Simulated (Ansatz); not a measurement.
TiNi under changes of volume

One of the cells (13.279 Å³/atom); the others are scaled copies at fixed shape and fractional positions:

```xyz
4
Lattice="3.8219 0.0000 0.0000 0.0000 3.8219 0.0000 0.0000 0.0000 3.6362" Properties=species:S:1:pos:R:3 pbc="T T T"
Ni    0.0000    0.0000    0.0000
Ni    1.9110    1.9110    0.0000
Ti    1.9110    0.0000    1.8879
Ti    0.0000    1.9110    1.7483
```

The cell comes from a database or a generator and needn't be the stable form of this composition.

| Property | Result |
| --- | --- |
| Program | Ansatz 0.2.0 |
| Functional | LDA |
| Potentials or basis | Ansatz PAW |
| Cutoff | 420 eV (not typed: the program's choice for these potentials) |
| k mesh | 7 × 7 × 7 |
| Occupations | fermi-dirac, width 0.05 eV |
| Spin | collinear spin, ferromagnetic start |
| Starting moments | [1.0, 1.0, 1.0, 1.0] μB |

```tsv
volume (Å³/atom)	energy over the lowest point (meV/atom)	pressure (GPa)	largest force (eV/Å)
12.482	0.00	-0.8	0.126
12.748	?	?	?
13.013	14.98	-7.9	0.080
13.279	30.61	-10.8	0.060
13.545	50.89	-13.5	0.042
13.810	75.34	-15.9	0.024
14.076	103.52	-18.0	0.008
```

Problem. What does the run at 12.748 Å³/atom give?

Solution. Energy over the lowest point 4.58 meV/atom; pressure -4.5 GPa; largest force 0.102 eV/Å.

Worked out: A Birch-Murnaghan fit of order 3 (a polynomial in V^(-2/3)) to the other rows has its minimum at 12.42 Å³/atom, just outside them, with B0 = V·E''(V) = 188 GPa and B' = 4.2 at fixed shape and positions, which overstates the stiffness. It gives 4.59 meV/atom at 12.748 Å³/atom, against the run's 4.58, and -dE/dV = -4.6 GPa, against -4.5.

Energies are extrapolated to zero smearing.

Caveats: the PAW data sets come from PBE, with cores solved anew for the run's functional, which leaves a small shift of forces and pressure; the starting moments weren't kept.
